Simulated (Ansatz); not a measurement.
# Ti2COF MXene monolayer in a perpendicular field, part 2 of 2

Wanted: the out-of-plane response of the Ti2COF MXene monolayer. A positive field points along +c.

Ansatz 0.2.0; plane-wave DFT, PBE-D3(BJ), Ansatz PAW (set soft_1); PAW set soft_1.

So far. Step 2 (Relaxing the slab): The lattice constant a goes from 3.100 to 3.007 Å.

## 3. Single point, field 0

A sawtooth potential applies the field, turning back in the middle of the vacuum. With the dipole correction the typed value is the field outside the slab. The induced dipole is small, so the SCF threshold is tight.

The cell differs from the one that the last finished run ended in (c 39.959 → 22.669 Å).

Input file input.yaml:

```yaml
crystal:
  lattice:
    - [3.0066140238, 0.0, 0.0]
    - [-1.5033070119, 2.603804124, 0.0]
    - [0.0, 0.0, 22.6690128736]
  atoms:
    - { symbol: F, position: [0.3333333333, 0.6666666667, 0.3970177286] }
    - { symbol: Ti, position: [0.6666666667, 0.3333333333, 0.4525462801] }
    - { symbol: C, position: [0.0, 0.0, 0.5028150926] }
    - { symbol: Ti, position: [0.3333333333, 0.6666666667, 0.5616031507] }
    - { symbol: O, position: [0.6666666667, 0.3333333333, 0.6029822714] }
kpoints:
  mp_grid: { grid: [18, 18, 1] }
  band_path:
    path: [[0, 0, 0], [0.5, 0, 0], [0.33333333, 0.33333333, 0], [0, 0, 0]]
    npoints: 16
hamiltonian:
  xc: pbe
  dispersion: d3bj
  pseudopotentials: { kind: paw, azcp: { folder: soft_1 } }
scf:
  occupations: { method: fermi_dirac, width: 0.02585 }
  convergence: { dr2_threshold: 1.0e-10 }
efield:
  axis: 3
  dipole_correction: true
  ramp_position: 0.97
  ramp_width: 0.06
  amplitude: 0
output:
  dos: { projected: true, e_range: [-6, 5] }
  write_potential: true
  write_density: true
  volumetric_format: npy
  elf: true
```

On the command line:

```bash
$ ansatz run input.yaml --threads 2 --pin off --max-ram 3072MiB --backend cpu --events-out ev --progress --plain --runs-dir out
```

Numbers of over 12 decimals in the logs are rounded to 6 here.

Log:

```text
[...]
Crystal: 5 atoms, lattice volume = 177.467 Å³
Basis set: ecut = 420 eV, 3351 PW (Γ)
Bands: 26, of which v1, the nominal top of the filled ones, is band 21 counted from 1 (20 counted from 0)
Symmetry: 6 space group operations
[...]
k-points: 37 of 324 (time reversal used)
[...]
SCF iter   1: F=—  HF=-6638.829986 eV  |F-HF|=—  |Δ(HF+E_count)|=         —  Δρ=1.07e-1  dr2=2.84e1  ethr=3.10e-3  p=-0.000 e·Å  D=-1.28e-7 V/Å  ΔV_dip=0.00 eV  dr2_dipole=6.20e-1  V_vac-E_F(+/−)=8.18/8.18 eV  ⟨swp⟩=8.7  Hψ=5174  notcnv=0
efield: sawtooth ramp at fractional position 0.9700 (set: `efield.ramp_position`, or a place that a band, a saddle search or an elastic batch's reference lends), width 0.0600; the density the first Hamiltonian is built on has a dipole p = -0.000 e·Å; the dipole correction subtracts the counter field D = -1.28e-7 V/Å, which shifts the + side's vacuum level by +0.00 eV against the − side's; the planar-averaged density in the ramp window peaks in size at 1.7e-6 e/Å³
[...]
SCF iter   2: F=—  HF=-6638.773960 eV  |F-HF|=—  |Δ(HF+E_count)|=   5.60e-2  Δρ=1.35e-1  dr2=3.66e1  ethr=3.10e-3  p=-0.064 e·Å  D=-6.49e-2 V/Å  ΔV_dip=1.47 eV  dr2_dipole=2.91e-2  V_vac-E_F(+/−)=4.21/2.74 eV  ⟨swp⟩=4.3  Hψ=2955  notcnv=0  defer=35
[...]
SCF iter  13: F=-6632.431944 eV  HF=-6632.431944 eV  |F-HF|=1.09e-11  |Δ(HF+E_count)|=  2.60e-10  Δρ=1.05e-7  dr2=1.81e-11  ethr=1.00e-12  p=-0.067 e·Å  D=-6.81e-2 V/Å  ΔV_dip=1.54 eV  dr2_dipole=6.62e-13  V_vac-E_F(+/−)=6.10/4.55 eV  ⟨swp⟩=8.7  Hψ=3665  notcnv=0
SCF 1 converged in 13 iterations: F = -6632.431944 eV  dr2 = 1.81e-11
[...]
NSCF: frozen V_eff on 49 k-points
efield: sawtooth ramp at fractional position 0.9700 (kept from the solve that this one continues, or follows in the run), width 0.0600; the density the first Hamiltonian is built on has a dipole p = -0.067 e·Å; the dipole correction subtracts the counter field D = -6.81e-2 V/Å, which shifts the + side's vacuum level by +1.54 eV against the − side's; the planar-averaged density in the ramp window peaks in size at 1.8e-6 e/Å³
[...]
SCF converged after 13 iterations
Free energy (F): -6632.431944 eV
[...]
Internal energy: -6632.425701 eV  (E = F + TS)
E sigma→0 (E₀):  -6632.428822 eV
Entropy (-TS):   -0.006242 eV (-1.248 meV/atom)
Fermi energy:    -0.056904 eV
Dipole field:    D = -0.068105 V/Å  (p = -0.066794 e·Å, saw-weighted, corrected)
Work function:   Φ+ = 6.0978 eV   Φ− = 4.5539 eV
Levels:          The Fermi level and band energies are counted from a zero that moves with the ramp; work functions are not
[...]
--- Band table (eV; the first three rows and the last of 37) ---
  k-point 0: bands = [... 17 lower, -2.8124, -1.8171, -1.8171, 0.2919, 0.2919, 0.9085, 1.3834, 1.3834, ... 1 higher]
  k-point 1: bands = [... 17 lower, -2.7978, -1.9269, -1.8645, 0.2474, 0.3292, 0.9075, 1.3856, 1.4121, ... 1 higher]
  k-point 2: bands = [... 17 lower, -2.8377, -2.1688, -1.9867, 0.1335, 0.4370, 0.8783, 1.4195, 1.4881, ... 1 higher]
  k-point 36: bands = [... 17 lower, -3.7934, -3.5934, -3.0969, 0.6006, 1.1631, 1.3205, 1.6766, 2.0916, ... 1 higher]
```

Elapsed: 22 s, on 2 threads of Arm Neoverse V1, shared host; peak memory 0.5 GiB; 43 s of CPU time.

This step gave:

```yaml
energy_at_zero_smearing: -6632.4288 eV
work_function_upper_face: 6.098 eV
work_function_lower_face: 4.554 eV
dipole_along_the_normal: -0.06679 e·Å
step_between_the_vacuum_levels: 1.544 eV
```

Running mean over a fixed 2.7 Å (it still follows the layers) of the planar mean; the ramp of the sawtooth is left out. Table of electron's electrostatic potential energy less the Fermi level by z:

```
z (Å)  electron's electrostatic potential energy less the Fermi level (eV)
    3                                                                 4.55
    4                                                                 4.55
    5                                                                 4.55
    6                                                                 4.55
    7                                                                 4.38
    8                                                                 1.11
    9                                                                -4.85
   10                                                               -10.00
   11                                                                -10.5
   12                                                                -10.6
   13                                                                -8.84
   14                                                                -3.26
   15                                                                 3.65
   16                                                                 6.02
   17                                                                 6.10
   18                                                                 6.10
   19                                                                 6.10
```

The density of states has structure finer than the step of the table below, so its rows give means over 0.2 eV, whole bins alone (the curve runs from -6 to 1.99 eV). Peaks (eV: height): -4.87: 7.44, -4.32: 13.3, -3.82: 11.3, 0.95: 9.13, 1.44: 11.2, 1.61: 14.9, 1.88: 7.47.

Table of density of states by energy, zero at the Fermi level; means over each step:

energy (eV), density of states (states/eV a cell) and a bar:
```
     -5.8        1.5 #####
     -5.6        2.0 #######
     -5.4        3.1 ##########
     -5.2        2.6 ########
     -5.0        3.4 ###########
     -4.8        5.6 ###################
     -4.6        2.6 ########
     -4.4        6.0 ####################
     -4.2        2.3 ########
     -4.0        2.6 #########
     -3.8        4.0 #############
     -3.6        0.9 ###
     -3.4        2.7 #########
     -3.2        2.7 #########
     -3.0        2.8 #########
     -2.8        3.3 ###########
     -2.6        3.0 ##########
     -2.4        4.4 ###############
     -2.2        1.6 #####
     -2.0        0.9 ###
     -1.8        0.4 #
     -1.6        0.0 
     -1.4        0.0 
     -1.2        0.0 
     -1.0        0.0 
     -0.8        0.0 
     -0.6        0.0 
     -0.4        1.8 ######
     -0.2        2.1 #######
      0.0        2.5 ########
      0.2        2.5 ########
      0.4        1.8 ######
      0.6        2.3 ########
      0.8        1.4 #####
      1.0        3.1 ##########
      1.2        2.3 ########
      1.4        4.5 ###############
      1.6        9.1 ##############################
      1.8        6.1 ####################
```

Projected DOS per atom over height of the atomic layer and energy from the Fermi level. Layers: F Ti C Ti O from below.

Values in states/eV, 22 rows by 5 columns, each cell a mean:
```
0.12 3.18 0.14 2.62 0.15
0.10 2.88 0.15 2.74 0.19
0.13 1.86 0.10 0.51 0.10
0.08 1.08 0.06 0.37 0.05
0.07 1.21 0.08 0.61 0.09
0.09 1.40 0.14 0.66 0.20
0.03 0.81 0.14 0.40 0.29
0.00 0.00 0.00 0.00 0.00
0.00 0.00 0.00 0.00 0.00
0.00 0.00 0.00 0.00 0.00
0.03 0.17 0.19 0.02 0.06
0.08 0.51 0.83 0.18 0.36
0.11 0.70 1.44 0.35 0.94
0.07 0.54 1.03 0.39 0.95
0.08 0.71 1.13 0.40 0.57
0.07 0.32 0.62 0.38 0.64
0.05 0.40 0.74 0.46 0.96
0.04 0.17 0.53 1.12 2.70
0.10 0.38 1.17 0.83 2.02
0.18 0.18 0.55 0.70 1.43
0.08 0.11 0.32 0.69 1.52
0.10 0.05 0.23 0.39 0.64
```
Columns: height of the atomic layer (Å) from 9 to 13.7 (not evenly spaced); rows upwards: energy from the Fermi level (eV) from -5.96 to 1.96.

The electronic bands at the labelled points (eV, zero at the Fermi level):

```
  point  band 17  band 18  band 19  band 20  band 21  band 22  band 23  band 24
      Γ    -4.73    -2.76    -1.76    -1.76     0.35     0.35     0.97     1.44
halfway    -4.44    -3.58    -2.58    -2.28    -0.22     1.02     1.11     1.61
      M    -4.32    -3.80    -3.30    -2.34    -0.45     1.41     1.97     2.17
halfway    -4.13    -4.05    -3.44    -2.68     0.00     1.49     1.52     2.00
      K    -4.74    -3.74    -3.54    -3.04     0.66     1.22     1.38     1.73
halfway    -4.42    -3.69    -2.75    -2.55     0.17     0.42     1.58     1.82
      Γ    -4.73    -2.76    -1.76    -1.76     0.35     0.35     0.97     1.44
```

Electrostatic potential energy in the ca plane at fractional y = 0.333, with atoms of Ti and O within 0.2 Å of it. With pseudopotentials it is smooth inside the atoms' cores, unlike the true potential.

Ten even steps from '0' (-39 eV) to '9' (6 eV), each cell a mean:
```
99999999999999999874225788877768999999999999
99999999999999999850001688886102899999999999
99999999999999998740000588885001799999999999
99999999999999999851001688887213899999999999
99999999999999999875335788777778999999999999
99999999999999999887778887655789999999999999
99999999999999999888888877644689999999999999
99999999999999999887777888756789999999999999
```
Columns run along c (16.0 Å, from fractional 0.12 to 0.83 of the cell; values clipped at the 3rd and 97th percentile), rows up along a (3.0 Å). Atoms in or near the plane, at fractional coordinates: Ti at (0.45, 0.67), O at (0.60, 0.67).

ELF in the ca plane at fractional y = 0.333, with atoms of Ti and O within 0.2 Å of it. It is the smooth field of the valence electrons, not physical close to the nuclei.

Values, 5 rows by 16 columns, each cell a mean:
```
0.00 0.00 0.00 0.00 0.00 0.00 0.03 0.10 0.47 0.33 0.27 0.41 0.77 0.35 0.02 0.00
0.00 0.00 0.00 0.00 0.00 0.00 0.00 0.07 0.66 0.46 0.15 0.58 0.66 0.48 0.03 0.00
0.00 0.00 0.00 0.00 0.00 0.00 0.04 0.12 0.48 0.34 0.26 0.42 0.76 0.35 0.02 0.00
0.00 0.00 0.00 0.00 0.00 0.01 0.17 0.47 0.15 0.53 0.41 0.17 0.24 0.06 0.00 0.00
0.00 0.00 0.00 0.00 0.00 0.01 0.17 0.49 0.14 0.54 0.41 0.15 0.22 0.06 0.00 0.00
```
Columns run along c (16.0 Å, from fractional 0.07 to 0.78 of the cell), rows up along a (3.0 Å). Atoms in or near the plane, at fractional coordinates: Ti at (0.45, 0.67), O at (0.60, 0.67).

Valence density in the ca plane at fractional y = 0.333, with atoms of Ti and O within 0.2 Å of it. It is the smooth field of the valence electrons, not physical close to the nuclei.

Ten steps, logarithmic in the rise over the least value, from '0' (0 e/Å³) to '9' (11 e/Å³), each cell a mean:
```
00000000000000000001123564332223454210000000
00000000000000000000126897422124687520000000
00000000000000000000127998521124798520000000
00000000000000000000125887422224677420000000
00000000000000000001123554332223444210000000
00000000000000000012332223333333321100000000
00000000000000000012332223343344211000000000
00000000000000000001222223333333322100000000
```
Columns run along c (16.0 Å, from fractional 0.07 to 0.78 of the cell), rows up along a (3.0 Å). Atoms in or near the plane, at fractional coordinates: Ti at (0.45, 0.67), O at (0.60, 0.67).

The work function of the upper face is 6.10 eV.

## 4. Single point, field 0.1 V/Å

input.yaml, as its differences from that of step 3:

```diff
@@ -26,7 +26,6 @@
   dipole_correction: true
-  ramp_position: 0.97
-  ramp_width: 0.06
-  amplitude: 0
+  ramp_position: 0.9277
+  ramp_width: 0.1486
+  amplitude: 0.1
 output:
-  dos: { projected: true, e_range: [-6, 5] }
   write_potential: true
@@ -34,2 +33 @@
   volumetric_format: npy
-  elf: true
```

Log:

```text
[...]
Crystal: 5 atoms, lattice volume = 177.467 Å³
Basis set: ecut = 420 eV, 3351 PW (Γ)
Bands: 26, of which v1, the nominal top of the filled ones, is band 21 counted from 1 (20 counted from 0)
Symmetry: 6 space group operations
[...]
k-points: 37 of 324 (time reversal used)
[...]
k-point 0: bands = [... 17 lower, -2.8022, -1.8106, -1.8106, 0.3004, 0.3004, 0.9188, 1.3930, 1.3930, ... 1 higher]
  k-point 1: bands = [... 17 lower, -2.7877, -1.9199, -1.8576, 0.2555, 0.3374, 0.9181, 1.3943, 1.4216, ... 1 higher]
  k-point 2: bands = [... 17 lower, -2.8280, -2.1602, -1.9792, 0.1413, 0.4447, 0.8874, 1.4275, 1.4973, ... 1 higher]
  k-point 36: bands = [... 17 lower, -3.7744, -3.5856, -3.0767, 0.6060, 1.1697, 1.3249, 1.6874, 2.1009, ... 1 higher]
[key lines of the parts left out:]
SCF converged after 13 iterations
Free energy (F): -6632.426416 eV
Fermi energy:    -0.049145 eV
Dipole field:    D = -0.044628 V/Å  (p = -0.043769 e·Å, saw-weighted, corrected)
```

It took 20 s on 2 threads; peak memory 0.47 GiB.

The dipole is -0.0438 e·Å, 0.0230 e·Å from its value without field.

## 5. Single point, field -0.1 V/Å

input.yaml, as its differences from that of step 4:

```diff
@@ -28,3 +28,3 @@
   ramp_width: 0.1486
-  amplitude: 0.1
+  amplitude: -0.1
 output:
```

Log:

```text
[...]
Crystal: 5 atoms, lattice volume = 177.467 Å³
Basis set: ecut = 420 eV, 3351 PW (Γ)
Bands: 26, of which v1, the nominal top of the filled ones, is band 21 counted from 1 (20 counted from 0)
Symmetry: 6 space group operations
[...]
k-points: 37 of 324 (time reversal used)
[...]
k-point 0: bands = [... 17 lower, -2.8290, -1.8302, -1.8302, 0.2768, 0.2768, 0.8914, 1.3673, 1.3673, ... 1 higher]
  k-point 1: bands = [... 17 lower, -2.8145, -1.9404, -1.8779, 0.2328, 0.3144, 0.8904, 1.3703, 1.3961, ... 1 higher]
  k-point 2: bands = [... 17 lower, -2.8540, -2.1838, -2.0007, 0.1191, 0.4228, 0.8627, 1.4048, 1.4724, ... 1 higher]
  k-point 36: bands = [... 17 lower, -3.8188, -3.6078, -3.1235, 0.5887, 1.1500, 1.3095, 1.6593, 2.0758, ... 1 higher]
[key lines of the parts left out:]
SCF converged after 13 iterations
Free energy (F): -6632.439774 eV
Fermi energy:    -0.071224 eV
Dipole field:    D = -0.091587 V/Å  (p = -0.089824 e·Å, saw-weighted, corrected)
```

Elapsed: 20 s, on 2 threads; peak memory 0.48 GiB; 40 s of CPU time.

The dipole is -0.0898 e·Å, -0.0230 e·Å from its value without field.

## 6. Response, atoms held

This step: plane-wave DFT, PBE-D3(BJ), Ansatz PAW (set soft_1); response to a field along the normal, atoms held; PAW set soft_1 (Ansatz 0.2.0).

The dipoles give the slope, and the difference of two potentials shows where the field is screened.

Numbers from this step:

| Item | Value |
| --- | --- |
| equivalent conductor thickness p/(ε₀AE) | 5.323 Å |
| distance between the outer atoms | 4.669 Å |

Dipole of the cell against applied field:

```
applied field (V/Å)  dipole of the cell (e·Å)
            -0.1000                   -0.0898
             0.0000                   -0.0668
             0.1000                   -0.0438
```

Local field over the applied field, running mean. From the potentials at -0.1 and 0.1 V/Å; running mean over 2.5 Å. Local field over applied field against z:

```
z (Å)  local field over applied field
 4.11                           1.000
 4.53                           1.000
 4.96                           1.000
 5.24                           0.999
 5.67                           0.998
 6.09                           0.995
 6.52                           0.984
 6.80                           0.969
 7.23                           0.918
 7.65                           0.829
 8.08                           0.716
 8.36                           0.634
 8.78                           0.509
 9.21                           0.379
 9.63                           0.260
 9.92                           0.198
10.34                           0.129
10.77                          0.0811
11.19                          0.0476
11.48                          0.0338
11.90                          0.0303
12.33                          0.0470
12.75                          0.0905
13.03                           0.139
13.46                           0.245
13.88                           0.380
14.31                           0.530
14.59                           0.631
15.02                           0.769
15.44                           0.882
15.87                           0.951
16.15                           0.975
16.58                           0.991
17.00                           0.997
17.43                           0.999
17.71                           1.000
18.14                           1.000
18.56                           1.000
```

Electrons, planar mean, per unit field. Table of induced electron density by z:

```
z (Å)  induced electron density (e/Å³ per V/Å)
  4.5                                   2.6e-7
  5.0                                   9.0e-7
  5.5                                   3.4e-6
  6.0                                   1.4e-5
  6.5                                   5.3e-5
  7.0                                   2.0e-4
  7.5                                   7.0e-4
  8.0                                  0.00212
  8.5                                  0.00334
  9.0                                  0.00164
  9.5                                   2.2e-4
 10.0                                  0.00127
 10.5                                  0.00101
 11.0                                   4.3e-4
 11.5                                   1.2e-5
 12.0                                  -6.4e-4
 12.5                                  -6.6e-5
 13.0                                  -2.0e-4
 13.5                                 -0.00181
 14.0                                 -0.00282
 14.5                                 -0.00343
 15.0                                 -0.00152
 15.5                                  -5.0e-4
 16.0                                  -1.5e-4
 16.5                                  -4.0e-5
 17.0                                  -1.0e-5
 17.5                                  -2.5e-6
 18.0                                  -5.9e-7
 18.5                                  -1.4e-7
```

By hand: between -0.1 and 0.1 V/Å the dipole changes by 0.04605 e·Å, a slope of 0.2303 e·Å²/V. A perfect conductor of thickness t has p = ε₀AEt, so t = 180.95 × 0.2303 / 7.829 = 5.32 Å (e/ε₀ = 180.95 V·Å, A in Å²).

The induced dipole is that of a conductor 5.32 Å thick.

## 7. What came out

```yaml
gap_without_field: none
work_function_upper_face: 6.10 eV
step_between_the_vacuum_levels: 1.54 eV
equivalent_conductor_thickness_atoms_held: 5.32 Å
```

What this shows: The induced dipole equals that of a perfect conductor 5.32 Å thick, while the outer atoms lie 4.67 Å apart. The two faces differ: the vacuum level above lies 1.54 eV higher than the one below. There is no gap over 0.03 eV, with or without the field. The first relaxation ran with spin and lost its moment, and the later runs have none; other magnetic states were not tried. The MXene's terminations sit over the metal atoms of its far layer; the site over carbon or nitrogen, which some compounds prefer, was not run.

[Logs are printed without paths, hosts, clocks, repeated set-up lines and the standing remarks that a program may print on its own settings, such as how far it seeks lower states.]

[Hosts, paths, dates, database ids (printed as entryN), source tags and the programs' standing remarks are cut or masked in the printed files.]

[Maps of the electrostatic potential energy from Ansatz leave out the sawtooth potential of an applied field or a dipole correction, so their vacuum need not be flat; planar profiles and work functions include it.]

[The density of states shown here was stored with 400 of the rows of the run's finer table, so its peaks can read low, often by over a quarter, or be missed, and its means over a window can be off by a tenth or more.]
